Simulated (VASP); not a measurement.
# Settings for Ta: equation of state

Ta, Fm-3m (no. 225), 1 atom in the cell. PBEsol; PAW potentials Ta (PBE set). VASP 6.6.1.

Wanted: equilibrium volume within 2.5 %; bulk modulus within 12.5 %.

What the run is for: choice of potentials; Accuracy asked: screening; Volumes (times the given one): 0.91, 0.94, 0.97, 1, 1.03, 1.06, 1.09.

## Potentials and cutoff

| Potentials and cutoff | Equilibrium volume (Å³/atom) | Bulk modulus (GPa) | Time (s) |
|---|---|---|---|
| Ta_sv_GW, ENCUT 460 | 18.2 | 203.9 | 106 |
| Ta_pv, ENCUT 450 | 18.22 | 204.6 | 59 |
| Ta, ENCUT 450 | 18.08 | 211 | 44 |

Chosen: Ta, ENCUT 450, the fastest of those that stay within the tolerance.

## All choices together

| Input | Equilibrium volume (Å³/atom) | Bulk modulus (GPa) | Time (s) |
|---|---|---|---|
| chosen settings | 18.08 | 211 | 44 |
| reference settings throughout | 18.2 | 203.9 | 106 |

The tolerance is met.

## The input

INCAR:
```
SYSTEM = Ta
  ALGO = Normal
  EDIFF = 1E-7
  ENCUT = 450
  GGA = PS
  GGA_COMPAT = .FALSE.
  ISIF = 2
  ISMEAR = 1
  LASPH = .TRUE.
  LCHARG = .FALSE.
  LREAL = .FALSE.
  LWAVE = .FALSE.
  NELM = 120
  NSW = 0
  PREC = Accurate
  SIGMA = 0.1
```

KPOINTS:
```
k-points
0
Gamma
  13 13 13
```

POSCAR.step1:
```
Ta
1.0
    0.0000000000      2.0446999486      2.0446999486
    2.0446999486      0.0000000000      2.0446999486
    2.0446999486      2.0446999486      0.0000000000
Ta
1
Direct
    0.0000000000      0.0000000000      0.0000000000
```

POSCAR.step2:
```
Ta
1.0
    0.0000000000      2.0669266894      2.0669266894
    2.0669266894      0.0000000000      2.0669266894
    2.0669266894      2.0669266894      0.0000000000
Ta
1
Direct
    0.0000000000      0.0000000000      0.0000000000
```

POSCAR.step3:
```
Ta
1.0
    0.0000000000      2.0886854114      2.0886854114
    2.0886854114      0.0000000000      2.0886854114
    2.0886854114      2.0886854114      0.0000000000
Ta
1
Direct
    0.0000000000      0.0000000000      0.0000000000
```

POSCAR.step4:
```
Ta
1.0
    0.0000000000      2.1100000000      2.1100000000
    2.1100000000      0.0000000000      2.1100000000
    2.1100000000      2.1100000000      0.0000000000
Ta
1
Direct
    0.0000000000      0.0000000000      0.0000000000
```

POSCAR.step5:
```
Ta
1.0
    0.0000000000      2.1308924478      2.1308924478
    2.1308924478      0.0000000000      2.1308924478
    2.1308924478      2.1308924478      0.0000000000
Ta
1
Direct
    0.0000000000      0.0000000000      0.0000000000
```

POSCAR.step6:
```
Ta
1.0
    0.0000000000      2.1513830553      2.1513830553
    2.1513830553      0.0000000000      2.1513830553
    2.1513830553      2.1513830553      0.0000000000
Ta
1
Direct
    0.0000000000      0.0000000000      0.0000000000
```

POSCAR.step7:
```
Ta
1.0
    0.0000000000      2.1714906045      2.1714906045
    2.1714906045      0.0000000000      2.1714906045
    2.1714906045      2.1714906045      0.0000000000
Ta
1
Direct
    0.0000000000      0.0000000000      0.0000000000
```

Commands (each step's output is kept before the next begins):
```
cat potpaw_PBE.64/Ta/POTCAR > POTCAR
cp POSCAR.step1 POSCAR
mpirun -np 1 vasp_std > vasp.out
cp POSCAR.step2 POSCAR
mpirun -np 1 vasp_std > vasp.out
cp POSCAR.step3 POSCAR
mpirun -np 1 vasp_std > vasp.out
cp POSCAR.step4 POSCAR
mpirun -np 1 vasp_std > vasp.out
cp POSCAR.step5 POSCAR
mpirun -np 1 vasp_std > vasp.out
cp POSCAR.step6 POSCAR
mpirun -np 1 vasp_std > vasp.out
cp POSCAR.step7 POSCAR
mpirun -np 1 vasp_std > vasp.out
```

Limits: Total energies under different potentials can't be compared; the cell and the gap can.

The chosen input took VASP 6.6.1 44 s on 1 core (Intel Xeon Platinum 8259CL @ 2.50GHz (Skylake/Cascade Lake)), a shared host.
